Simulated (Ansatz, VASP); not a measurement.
## One calculation of BAs, two programs

The input INCAR:

```
PREC = Accurate ; ENCUT = 520
EDIFF = 1E-7 ; ISMEAR = -1
SIGMA = 0.08 ; LREAL = F
LASPH = T ; NELM = 100
ALGO = Normal ; ISIF = 2
LWAVE = F ; LCHARG = F
GGA = PE ; NBANDS = 11
```

File KPOINTS:

```
Automatic mesh
0
Gamma
  15 15 15
```

The input POSCAR:

```
BAs
1.0
    0.0000000000      2.1424040676      2.1424040676
    2.1424040676      0.0000000000      2.1424040676
    2.1424040676      2.1424040676      0.0000000000
B As
1 1
Direct
    0.0000000000      0.0000000000      0.0000000000
    0.5000000000      0.5000000000      0.5000000000
```

Input for Ansatz:

```yaml
crystal:
  lattice:
    - [0.0, 2.1424040676, 2.1424040676]
    - [2.1424040676, 0.0, 2.1424040676]
    - [2.1424040676, 2.1424040676, 0.0]
  atoms:
    - { symbol: B, position: [0.0, 0.0, 0.0] }
    - { symbol: As, position: [0.5, 0.5, 0.5] }
kpoints:
  mp_grid: { grid: [15, 15, 15] }
scf:
  occupations: { method: fermi_dirac, width: 0.08 }
hamiltonian:
  xc: pbe
  pseudopotentials: { kind: all_electron, lapw: { basis_error: 0.001 } }
output:
  forces: true
  stress: true
  eigenvalues: true
  populations: true
```

Change from the starting cell: volume scaled by 0.8, LAPW.

Alike in both runs: task single point; functional PBE; k mesh 15 × 15 × 15; occupations fermi-dirac, width 0.08 eV; no spin polarisation.

```csv
,VASP,Ansatz
version,VASP 6.6.1,Ansatz 0.2.0
potentials or method,"VASP PAW PBE potentials, release 64 (B, As)","all-electron LAPW, scalar-relativistic"
plane-wave cutoff (eV),520,see its input
```

Ansatz gave:

| Item | Value |
| --- | --- |
| pressure (GPa) | 46.0 |

Which values does VASP return?

Pressure (GPa): 47.3.

Ansatz ran all-electron here, so the differences hold the error of VASP's frozen core and of both bases.

Caveats: so large a pressure means that the cell lies far from this level's equilibrium, or that cutoff or potentials fall short (VASP).
